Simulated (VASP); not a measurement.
Crystal: AlCu.

```
CELL_PARAMETERS angstrom
2.99751 0.00000 0.00000
0.00000 2.99751 0.00000
0.00000 0.00000 2.99751
ATOMIC_POSITIONS crystal
Cu 0.50000 0.50000 0.50000
Al 0.00000 0.00000 0.00000
```

The cell comes from a database or a generator and needn't be the stable form of this composition.

* Program: VASP 6.6.1
* Task: relaxation of cell and atoms
* Functional: LDA
* Potentials or basis: VASP PAW LDA potentials, release 64 (Cu, Al)
* Cutoff: 600 eV
* k mesh: 8 × 8 × 8
* Occupations: fermi-dirac, width 0.05 eV
* Spin: no spin polarisation

At the start: pressure -7.9 GPa; volume 13.47 Å³/atom.

Problem. Where does the relaxation end?

Solution. Over 3 steps the energy falls by 24.9 meV/atom and the volume is 12.55 Å³/atom (-6.8 %); space group Pm-3m (No. 221, to 0.05 Å).

Step by step:
```tsv
step	energy change (eV)	largest force (eV/Å)	pressure (GPa)	volume (Å³)
1	0.0000	0.0000	-7.90	26.93
2	-0.0411	0.0000	4.25	24.43
3	-0.0499	0.0000	0.11	25.10
```

Final structure:
```
Cu Al
1.0
     2.92789    0.00000    0.00000
     0.00000    2.92789    0.00000
     0.00000    0.00000    2.92789
Cu Al
1 1
Direct
  0.50000 0.50000 0.50000
  0.00000 0.00000 0.00000
```
